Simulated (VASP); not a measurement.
# BaTe: G0W0 on HSE06, by spin-orbit coupling

BaTe, Fm-3m (no. 225), 2 atoms in the cell.

| Spin-orbit coupling | Quasiparticle gap on the mesh (eV) | Gap of the starting point on the mesh (eV) | Quasiparticle gap at the zone centre (eV) | Starting gap at the zone centre (eV) | Correction of the gap between the band edges on the mesh (eV) | Time (s) |
|---|---|---|---|---|---|---|
| no | 2.93 | 2.41 | 4.37 | 3.78 | 0.52 | 117 |
| yes | 2.63 | 2.11 | 4.06 | 3.47 | 0.52 | 417 |

Limits: row 1: spin-orbit coupling is left out, which can change the gap by several tenths of an eV or more with Te; the mesh is coarse: neither the gap nor the screening is converged.

## Input of the first row

INCAR.step1:
```
PREC = Accurate
ENCUT = 300
ISMEAR = 0
SIGMA = 0.05
LASPH = T
LREAL = F
GGA = PE
ALGO = Normal
EDIFF = 1E-5
LWAVE = T
LCHARG = F
KPAR = 4
```

INCAR.step2:
```
PREC = Accurate
ENCUT = 300
ISMEAR = 0
SIGMA = 0.05
LASPH = T
LREAL = F
GGA = PE
LHFCALC = T
HFSCREEN = 0.2
PRECFOCK = Fast
ALGO = All
EDIFF = 1E-8
NELM = 150
LWAVE = T
LCHARG = F
ISEARCH = 1
ISTART = 1
KPAR = 4
```

INCAR.step3, as INCAR.step2 but for:
```
- ALGO = All
- NELM = 150
- ISEARCH = 1
+ ALGO = Exact
+ NELM = 1
+ NBANDS = 220
+ LOPTICS = T
```

INCAR.step4:
```
PREC = Accurate
ENCUT = 300
ISMEAR = 0
SIGMA = 0.05
LASPH = T
LREAL = F
GGA = PE
LHFCALC = T
HFSCREEN = 0.2
PRECFOCK = Fast
ALGO = EVGW0
NBANDS = 220
NBANDSGW = 12
ENCUTGW = 130
NOMEGA = 48
ISTART = 1
LWAVE = F
LCHARG = F
NELMGW = 1
KPAR = 4
```

KPOINTS:
```
k-points
0
Gamma
  3 3 3
```

POSCAR:
```
BaTe
1.0
    0.0000000000      3.4100000000      3.4100000000
    3.4100000000      0.0000000000      3.4100000000
    3.4100000000      3.4100000000      0.0000000000
Ba Te
1 1
Direct
    0.0000000000      0.0000000000      0.0000000000
    0.5000000000      0.5000000000      0.5000000000
```

Commands (each step's output is kept before the next begins):
```
cat potpaw_PBE.64/Ba_sv_GW/POTCAR potpaw_PBE.64/Te_GW/POTCAR > POTCAR
cp INCAR.step1 INCAR
mpirun -np 4 vasp_std > vasp.out
cp INCAR.step2 INCAR
mpirun -np 4 vasp_std > vasp.out
cp INCAR.step3 INCAR
mpirun -np 4 vasp_std > vasp.out
cp INCAR.step4 INCAR
mpirun -np 4 vasp_std > vasp.out
```

Changes of the last row against the first:
```
(step 1)
+ LSORBIT = True
+ GGA_COMPAT = False
+ MAGMOM = 0 0 0 0 0 0
(step 2)
+ LSORBIT = True
+ GGA_COMPAT = False
+ MAGMOM = 0 0 0 0 0 0
(step 3)
- NBANDS = 220
+ LSORBIT = True
+ GGA_COMPAT = False
+ MAGMOM = 0 0 0 0 0 0
+ NBANDS = 440
(step 4)
- NBANDS = 220
- NBANDSGW = 12
+ LSORBIT = True
+ GGA_COMPAT = False
+ MAGMOM = 0 0 0 0 0 0
+ NBANDS = 440
+ NBANDSGW = 24
- vasp_std
+ vasp_ncl
```

VASP 6.6.1 took 117 s on 4 cores (AMD EPYC 9R45 (Zen 5)), a shared host.
